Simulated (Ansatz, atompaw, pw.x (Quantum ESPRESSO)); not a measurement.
# Which H potential is closest to all-electron in the bcc crystal?

All use PBE, scalar-relativistic, no spin, cutoffs from each file’s atomic test, pw.x 7.5; 18³ k-points, Fermi–Dirac smearing 0.01 Ry. Δ is the rms difference from all-electron LAPW of the E(V) curves that follow from fits to the pressures, over ±6 % in volume. Mesh and smearing are coarse and serve the comparison alone. The files are a selection: those with a ghost or negative overlap were mostly not run, and those with noisy or unconverged pressures or nearly equal Δ are left out.

All-electron: a0 = 1.811 Å (V0 = 2.97 Å³/atom), B0 = 107.8 GPa.

Question: Rank them by Δ, smallest first.
A. PAW, atompaw 4.2.0.5, PBE; core none, reference 1s1; waves: 1s (bound): rc 1.30 bohr; 1s channel at 0.25 Ry: rc 1.30 bohr; 2p channel at 0.5 Ry: rc 1.30 bohr; local part: bessel scheme, radius 1.20 bohr; core correction: none; augmentation: sinc compensation charge, radius 1.15 bohr; PAW radius 1.30 bohr; waves and projectors: custom rrkj gramschmidtortho.
B. PAW, atompaw 4.2.0.5, PBE; core none, reference 1s1; waves: 1s (bound): rc 1.25 bohr; 1s channel at 0.55 Ry: rc 1.25 bohr; 2p channel at 0.35 Ry: rc 1.25 bohr; 2p channel at 2 Ry: rc 1.25 bohr; local part: bessel scheme, radius 1.00 bohr; core correction: none; augmentation: besselshape compensation charge, radius 1.00 bohr; PAW radius 1.25 bohr; waves and projectors: custom rrkj gramschmidtortho.
C. PAW, atompaw 4.2.0.5, PBE; core none, reference 1s1; waves: 1s (bound): rc 1.45 bohr; 1s channel at 0.45 Ry: rc 1.45 bohr; 2p channel at -0.05 Ry: rc 1.45 bohr; local part: bessel scheme, radius 1.25 bohr; core correction: none; augmentation: besselshape compensation charge, radius 1.10 bohr; PAW radius 1.45 bohr; waves and projectors: custom polynom2 7 10 vanderbiltortho.

Answer: B (0.1 meV/atom), A (0.3 meV/atom), C (0.6 meV/atom).
